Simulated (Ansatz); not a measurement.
# Mechanical response of Se (P3_121)

```yaml
crystal:
  lattice:
    - [4.03819, 0.00000, 0.00000]
    - [-2.01909, 3.49717, 0.00000]
    - [0.00000, 0.00000, 5.12225]
  atoms:
    - { symbol: Se, position: [0.24869, 0.00000, 0.33333] }
    - { symbol: Se, position: [0.00000, 0.24869, 0.66667] }
    - { symbol: Se, position: [0.75131, 0.75131, 0.00000] }
```

The conventional cell has a = 4.038 Å, b = 4.038 Å, c = 5.122 Å, α = 90.00°, β = 90.00°, γ = 120.00°. Se (atom 1) is surrounded by 2 Se at 2.44 Å.

Level of theory, where no other is named: PBEsol, all-electron LAPW in Ansatz 0.2.0, scalar-relativistic. k mesh 6×6×4, strains of ±0.005, fixed occupations, basis error target 0.5 meV/atom. The cell was relaxed by PAW under this functional, which moved its volume by -12 % from the database entry's. This phase needn't be the one found at ambient conditions.

The cell is trigonal and carries a residual pressure of 0.05 GPa at this level. Each strain component that symmetry leaves independent is applied at ±0.005, the ions relax wherever a strain frees them, and the stress (tension positive, GPa) is read. Shears are engineering strains, γ = 2ε.

```json
{"strain": "xx", "size": "-0.005", "σxx": "-0.2630", "σyy": "-0.1299", "σzz": "-0.1492", "σyz": "-0.0638", "σxz": "0.0000", "σxy": "0.0000"}
{"strain": "xx", "size": "+0.005", "σxx": "0.1018", "σyy": "-0.0212", "σzz": "0.1297", "σyz": "0.0602", "σxz": "0.0000", "σxy": "0.0000"}
{"strain": "zz", "size": "-0.005", "σxx": "-0.2169", "σyy": "-0.2169", "σzz": "-0.5270", "σyz": "0.0000", "σxz": "0.0000", "σxy": "0.0000"}
{"strain": "zz", "size": "+0.005", "σxx": "0.0627", "σyy": "0.0627", "σzz": "0.5100", "σyz": "0.0000", "σxz": "0.0000", "σxy": "0.0000"}
{"strain": "yz", "size": "-0.005", "σxx": "-0.1370", "σyy": "-0.0153", "σzz": "-0.0084", "σyz": "-0.1854", "σxz": "0.0000", "σxy": "0.0000"}
{"strain": "yz", "size": "+0.005", "σxx": "-0.0131", "σyy": "-0.1393", "σzz": "-0.0084", "σyz": "0.1899", "σxz": "0.0000", "σxy": "0.0000"}
```

A central difference gives one constant, for example C11 ≈ (0.1018 − (-0.2630))/(0.01) = 36.5 GPa; the program then imposes the crystal's symmetry on the whole matrix.

**Question.** What are the independent elastic constants?

**Answer.** C11 = 36.5, C12 = 10.9, C13 = 27.9, C14 = 12.4, C33 = 103.7, C44 = 37.5 GPa.

**Question.** Is the crystal stable against homogeneous strain?

**Answer.** The least eigenvalue of the 6×6 matrix is 7.7 GPa, so yes.

**Question.** What moduli does a random aggregate of grains have?

**Answer.** Voigt and Reuss bounds: B from 23.4 to 34.5 and G from 13.5 to 24.9 GPa; their means are B = 28.9 and G = 19.2 GPa. Then E = 9BG/(3B + G) = 47.2 GPa, ν = (3B − 2G)/(6B + 2G) = 0.228 and B/G = 1.51, on the brittle side of Pugh's 1.75 (a rule of thumb, made for metals; it doesn't predict ductility here).

**Question.** With the density of 5.438 g/cm³, how fast does sound travel, and what Debye temperature follows?

**Answer.** 

| direction | slow (m/s) | middle (m/s) | fast (m/s) |
| --- | --- | --- | --- |
| x | 1187 | 2590 | 2801 |
| y | 1535 | 2127 | 3014 |
| z | 2627 | 2627 | 4367 |

The mean of v⁻³ over directions and branches gives v_m = 1904 m/s and θ_D = (ħ/k_B) v_m (6π²n)^(1/3) = 196 K, n being atoms per volume. Young's modulus spans 20 to 99 GPa over directions, and the universal anisotropy index is 4.68.

**Question.** How far do the constants move if PAW replaces LAPW in the same cell?

**Answer.** 

```csv
constant,LAPW (GPa),PAW (GPa),difference
C11,36.5,36.4,-0.1
C12,10.9,10.8,-0.1
C13,27.9,27.9,0.0
C14,12.4,12.4,0.0
C33,103.7,103.5,-0.2
C44,37.5,37.5,0.0
```

**Question.** How far do the constants move if all-electron PAW (datasets made for the crystal) replaces LAPW in the same cell?

**Answer.** 

```csv
constant,LAPW (GPa),all-electron PAW (datasets made for the crystal) (GPa),difference
C11,36.5,36.4,-0.1
C12,10.9,10.9,0.0
C13,27.9,27.9,0.0
C14,12.4,12.4,0.0
C33,103.7,103.6,-0.1
C44,37.5,37.5,0.0
```

Known limits: no dispersion correction, so the spacing and stiffness between layers or molecules are poor; constants at zero field, no piezoelectric stiffening; the frozen-core PAW files of the compared runs were fitted under PBE, their cores solved anew for this functional.
